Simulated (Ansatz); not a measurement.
**LiH (Fm-3m): the size of the finite step**

```yaml
crystal:
  lattice:
    - [0.00000, 1.99037, 1.99037]
    - [1.99037, 0.00000, 1.99037]
    - [1.99037, 1.99037, 0.00000]
  atoms:
    - { symbol: Li, position: [0.00000, 0.00000, 0.00000] }
    - { symbol: H, position: [0.50000, 0.50000, 0.50000] }
```

The conventional cell has a = 3.981 Å, b = 3.981 Å, c = 3.981 Å, α = 90.00°, β = 90.00°, γ = 90.00°. Li (atom 1) is surrounded by 6 H at 1.99 Å. Around H (atom 2) lie 6 Li at 1.99 Å.

Computed, not measured; unless marked otherwise by PBEsol, PAW on Ansatz 0.2.0's default frozen-core files (fitted under PBE), scalar-relativistic. k mesh 10×10×10, strains of ±0.005, fixed occupations, cutoff 420 eV. The cell was relaxed by PAW under this functional, which moved its volume by -7 % from the database entry's.

(1) Elastic constants come from stresses at strains of ±0.005 (two-point stencil): C11 = 90.1, C12 = 10.4, C44 = 48.3 GPa. What does an amplitude of 0.0002 give?

Results:

(1) C11 = 90.0, C12 = 10.4, C44 = 48.2 GPa. Nothing moves by 1 %. Steps under 0.001 aren't safe in general, since the basis can change from cell to cell and the noise grows as 1/δ.

Known limits: frozen-core PAW files fitted under PBE, their cores solved anew for the functional of the run.
